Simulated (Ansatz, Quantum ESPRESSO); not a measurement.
# Predicting the next point of a tunnelling series: hexagonal BN layers between Cu(111) leads

Method. Quantum ESPRESSO 7.5 (pw.x, pwcond.x), PBE, GBRV ultrasoft; geometry as built. T is the transmission per spin at the Fermi level, averaged over the mesh across the current, in a cell of 5.74 Å². The series steps the number of sheets.

```
width (layers)        T
             1   0.0403
             2  0.00194
             3  9.68e−5
```

One more run was made and is withheld. What is T at 4 layers?

**Worked estimate.** In the tunnelling regime ln T falls linearly. The last two rows give a slope of ln(0.00194/9.68e−5)/(3 − 2) = 2.998 per layer, so T(4) ≈ 9.68e−5 × exp(−2.998 × 1) = 4.83e−6.

**Check.** T = 4.51e−6; the estimate is 1.07 times that. The slope over the last interval is 3.066: the same within 8 %. Points of the mesh with over 2.5 times the mean carry 79 % of this T, so the value leans on the mesh. A second code, Ansatz 0.2.0, gives 4.5e−6.

**Limits.** Short leads, unrelaxed atoms, a barrier without the image potential and an untested mesh.

[Logs are printed without paths, hosts, clocks, repeated set-up lines and the standing remarks that a program may print on its own settings, such as how far it seeks lower states.]
